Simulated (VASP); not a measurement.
# CdF2 (Fm-3m) in VASP: notebook, part 2 of 2

VASP 6.6.1.

### Step 3. Single point, PBEsol

Input file INCAR:

```
SYSTEM = CdF2
PREC     = Accurate       ! precision mode
ENCUT    = 520            ! plane-wave cutoff, eV
EDIFF    = 1E-7           ! SCF threshold, eV
ISMEAR   = 0              ! smearing method
SIGMA    = 0.01           ! smearing width, eV
LREAL    = .FALSE.        ! projectors in reciprocal space
LASPH    = .TRUE.         ! aspherical terms in the spheres
NELM     = 100            ! most SCF steps
ALGO     = Fast           ! electronic algorithm
ISIF     = 2              ! what is computed and relaxed
LWAVE    = .FALSE.        ! write WAVECAR
LCHARG   = .FALSE.        ! write CHGCAR
GGA      = PS             ! functional
NBANDS   = 20             ! bands
```

Input file KPOINTS:

```
regular mesh
0
G
  6 6 6
  0 0 0
```

Input file POSCAR:

```
CdF2
1.0
    0.0000000000      2.6825809990      2.6825809990
    2.6825809990      0.0000000000      2.6825809990
    2.6825809990      2.6825809990      0.0000000000
Cd F
1 2
Direct
    0.0000000000      0.0000000000      0.0000000000
    0.2500000000      0.2500000000      0.2500000000
    0.7500000000      0.7500000000      0.7500000000
```

Potentials or basis: VASP PAW PBE potentials, release 64 (Cd, F).

Command:

```sh
$ cat potpaw_PBE.64/Cd/POTCAR potpaw_PBE.64/F/POTCAR > POTCAR
$ mpirun -np 1 vasp_std > vasp.out
```

OUTCAR:

```text
SYSTEM = CdF2
   PREC = Accurate
   ENCUT = 520
   EDIFF = 1E-7
   ISMEAR = 0
   LREAL = .FALSE.
   LASPH = .TRUE.
   NELM = 100
   ISIF = 2
   GGA = PS

 ion  position               nearest neighbor table
   1  0.000  0.000  0.000-   3 2.32   3 2.32   3 2.32   2 2.32   3 2.32   2 2.32   2 2.32   2 2.32

   2  0.250  0.250  0.250-   1 2.32   1 2.32   1 2.32   1 2.32
   3  0.750  0.750  0.750-   1 2.32   1 2.32   1 2.32   1 2.32

  LATTYP: Found a face centered cubic cell.
 ALAT       =     5.3651619980

  Lattice vectors:

 A1 = (   0.0000000000,   2.6825809990,   2.6825809990)
 A2 = (   2.6825809990,   0.0000000000,   2.6825809990)
 A3 = (   2.6825809990,   2.6825809990,   0.0000000000)

Analysis of symmetry for initial positions (statically):
=====================================================================
 Subroutine PRICEL returns:
 Original cell was already a primitive cell.

 Routine SETGRP: Setting up the symmetry group for a
 face centered cubic supercell.

 Subroutine GETGRP returns: Found 48 space group operations
 (whereof 48 operations were pure point group operations)
 out of a pool of 48 trial point group operations.

The static configuration has the point symmetry O_h .

Analysis of symmetry for dynamics (positions and initial velocities):
=====================================================================
 Subroutine PRICEL returns:
 Original cell was already a primitive cell.

 Routine SETGRP: Setting up the symmetry group for a
 face centered cubic supercell.

 Subroutine GETGRP returns: Found 48 space group operations
 (whereof 48 operations were pure point group operations)
 out of a pool of 48 trial point group operations.

The dynamic configuration has the point symmetry O_h .

 Subroutine INISYM returns: Found 48 space group operations
 (whereof 48 operations are pure point group operations),
[... 105 lines left out ...]
   EFERMI_NEDOS =   21; number of points for ismear=-14 and -15
   IALGO  =     68    algorithm
   IMIX   =      4    mixing-type and parameters
     AMIX     =   0.40;   BMIX     =  1.00
     AMIX_MAG =   1.60;   BMIX_MAG =  1.00
  volume/ion in A,a.u.               =      12.87        86.85
  Fermi-wavevector in a.u.,A,eV,Ry     =   1.434949  2.711660 28.015462  2.059078
  Thomas-Fermi vector in A             =   2.554301
   LORBIT       =      0    0 simple, 1 ext, 2 COOP (PROOUT), +10 PAW based schemes
   GGA     = PS    functional components
   LHFCALC =     F    Hartree Fock is set to
   AEXX    =    0.0000 exact exchange contribution
   IVDW    =     0    specifies the selected vdW correction
   LEPSILON=     F    determine dielectric tensor
   LRPA    =     F    only Hartree local field effects (RPA)
 non-spin polarized calculation
 RMM-DIIS sequential band-by-band and
 Gauss-broadening in eV      SIGMA  =   0.01
  energy-cutoff  :      520.00
  volume of cell :       38.61
 maximum number of plane-waves:      1056
   NGX = 15   NGY = 15   NGZ = 15

 number of electron      25.9999999 magnetization

 Free energy of the ion-electron system (eV)
  ---------------------------------------------------
  ext. energy  EPLUGINS =         0.00000000
  ---------------------------------------------------
  free energy    TOTEN  =       -11.58807681 eV

  energy without entropy =      -11.58807681  energy(sigma->0) =      -11.58807681

 E-fermi :  -1.3115     XC(G=0): -10.7795

 val. band max:       -1.3661231271   @ k =  -0.3333   0.5000   0.1667
 cond. band min:       1.6007002461   @ k =   0.0000   0.0000   0.0000
 fundamental gap:      2.9668233732
 Fermi energy:        -1.3114760852

 k-point     1 :       0.0000    0.0000    0.0000
  band No.  band energies     occupation
      1     -22.1355      2.00000
      2     -20.9636      2.00000
      3      -7.0176      2.00000
      4      -7.0176      2.00000
      5      -7.0176      2.00000
      6      -5.7081      2.00000
[... 357 lines left out ...]
     19      18.8232      0.00000
     20      19.2696      0.00000

------------------------ aborting loop because EDIFF is reached ----------------------------------------

  FORCE on cell =-STRESS in cart. coord.  units (eV):
  Direction    XX          YY          ZZ          XY          YZ          ZX
  --------------------------------------------------------------------------------------
  -------------------------------------------------------------------------------------
  Total        0.4774766      0.4774766      0.4774766     -0.0000000      0.0000000     -0.0000000
  in kB       19.8140909     19.8140909     19.8140909     -0.0000000      0.0000000     -0.0000000
  external PRESSURE =      19.8140909 kB  Pullay stress =       0.0000000 kB

 VOLUME and BASIS-vectors are now :
 -----------------------------------------------------------------------------
  energy-cutoff  :      520.00
  volume of cell :       38.61
      direct lattice vectors                 reciprocal lattice vectors
     0.000000000  2.682580999  2.682580999    -0.186387662  0.186387662  0.186387662
     2.682580999  0.000000000  2.682580999     0.186387662 -0.186387662  0.186387662
     2.682580999  2.682580999  0.000000000     0.186387662  0.186387662 -0.186387662

 POSITION                                       TOTAL-FORCE (eV/Angst)
 -----------------------------------------------------------------------------------
      0.00000      0.00000      0.00000        -0.000000     -0.000000     -0.000000
      1.34129      1.34129      1.34129         0.000000      0.000000      0.000000
      4.02387      4.02387      4.02387        -0.000000     -0.000000     -0.000000
 -----------------------------------------------------------------------------------
    total drift:                                0.000000      0.000000      0.000000

  FREE ENERGIE OF THE ION-ELECTRON SYSTEM (eV)
  ---------------------------------------------------
  free  energy   TOTEN  =       -11.5880768134 eV

  energy  without entropy=      -11.5880768134  energy(sigma->0) =      -11.58807681
```

OSZICAR:

```text
N       E                     dE             d eps       ncg     rms          rms(c)
DAV:   1     0.200141238127E+03    0.20014E+03   -0.15394E+04   640   0.132E+03
DAV:   2    -0.459910123494E+01   -0.20474E+03   -0.19798E+03   692   0.350E+02
DAV:   3    -0.129659846801E+02   -0.83669E+01   -0.83384E+01   748   0.771E+01
DAV:   4    -0.130016216182E+02   -0.35637E-01   -0.35636E-01   672   0.510E+00
DAV:   5    -0.130017464788E+02   -0.12486E-03   -0.12486E-03   732   0.274E-01    0.968E+00
RMM:   6    -0.116400385688E+02    0.13617E+01   -0.32073E+00   653   0.118E+01    0.793E+00
RMM:   7    -0.116069092979E+02    0.33129E-01   -0.91396E-02   694   0.278E+00    0.402E+00
RMM:   8    -0.115883453031E+02    0.18564E-01   -0.37193E-02   660   0.204E+00    0.736E-01
RMM:   9    -0.115877895825E+02    0.55572E-03   -0.33167E-03   675   0.589E-01    0.114E-01
RMM:  10    -0.115882442781E+02   -0.45470E-03   -0.19079E-03   694   0.309E-01    0.111E-01
RMM:  11    -0.115880701474E+02    0.17413E-03   -0.31895E-04   699   0.126E-01    0.166E-02
RMM:  12    -0.115880760428E+02   -0.58954E-05   -0.43506E-05   694   0.552E-02    0.596E-03
RMM:  13    -0.115880769021E+02   -0.85930E-06   -0.32968E-06   712   0.164E-02    0.712E-03
RMM:  14    -0.115880768017E+02    0.10039E-06   -0.46873E-07   672   0.639E-03    0.146E-03
RMM:  15    -0.115880768134E+02   -0.11688E-07   -0.59754E-08   497   0.230E-03
   1 F= -.11588077E+02 E0= -.11588077E+02  d E =-.336372E-16
```

Run time: 8 s. Hardware: 1 thread of Intel Xeon 6975P-C (Granite Rapids), shared host; peak memory 0.15 GiB.

What came out:

```yaml
Free_energy: -11.5881 eV
Pressure: 2.0 GPa
Band_gap_on_the_k_mesh: 2.97 eV, indirect (least direct gap 3.42 eV)
```

Caveat: the PAW data sets were made with another functional, which shifts forces and pressure a little.

### Step 4. Single point, PBEsol

Input file INCAR:

```
PREC     = Accurate       # precision mode
ENCUT    = 520            # plane-wave cutoff, eV
EDIFF    = 1E-7           # SCF threshold, eV
ISMEAR   = 0              # smearing method
SIGMA    = 0.01           # smearing width, eV
LREAL    = False          # projectors in reciprocal space
LASPH    = True           # aspherical terms in the spheres
NELM     = 100            # most SCF steps
ALGO     = Fast           # electronic algorithm
ISIF     = 2              # what is computed and relaxed
LWAVE    = False          # write WAVECAR
LCHARG   = True           # write CHGCAR
GGA      = PS             # functional
LELF     = True           # ELF
LVHAR    = True         
NBANDS   = 20             # bands
```

Input file KPOINTS:

```
Automatic mesh
0
Gamma
  5 5 5
```

POSCAR is that of step 3.

Command:

```sh
$ cat potpaw_PBE.64/Cd/POTCAR potpaw_PBE.64/F/POTCAR > POTCAR
$ mpirun -np 1 vasp_std > vasp.out
```

It took 5.8 s on 1 thread of Intel Xeon 6975P-C (Granite Rapids), shared host; peak memory 0.15 GiB.

Results (log left out):

| Property | Result |
| --- | --- |
| Free energy | -11.5880 eV |
| Pressure | 2.0 GPa |
| Band gap on the k mesh | 3.03 eV, indirect (least direct gap 3.42 eV) |

Levels at points of the mesh, in eV from the valence-band top:
```
           k point  band 9  band 10  band 11  band 12  band 13  band 14  band 15  band 16  band 17  band 18
(0.00, 0.00, 0.00)   -0.94    -0.94    -0.39    -0.39    -0.39     3.03    12.64    12.64    12.64    17.58
```

Caveat: the PAW data sets were made with another functional, which shifts forces and pressure a little; an odd mesh through Γ misses points on the zone boundary, where band edges often lie.

### Step 5. The runs side by side

| level | k mesh | exchange at q = 0 | grid for exact exchange (PRECFOCK) | screening parameter | mesh quality | gap on the mesh (eV) | pressure (GPa) |
| --- | --- | --- | --- | --- | --- | --- | --- |
| HSE06 | 4 × 4 × 4 | truncated | Normal | 0.2079 1/A | coarse | 5.21 | 4.2 |
| PBEsol | 6 × 6 × 6 | - | - | - | not flagged | 2.97 | 2.0 |
| PBEsol | 5 × 5 × 5 | - | - | - | not flagged | 3.03 | 2.0 |

Alike in all rows: task single point; potentials or basis VASP PAW PBE potentials, release 64 (Cd, F); no spin polarisation; cell as given; cutoff (eV) 520; smearing gaussian 0.01 eV.

Caveats: some runs use coarse meshes; the PAW data sets were made with another functional, which shifts forces and pressure a little; an odd mesh through Γ misses points on the zone boundary, where band edges often lie (some runs).

Total energies depend on the potentials used, so only differences within one code and one set of settings carry meaning.
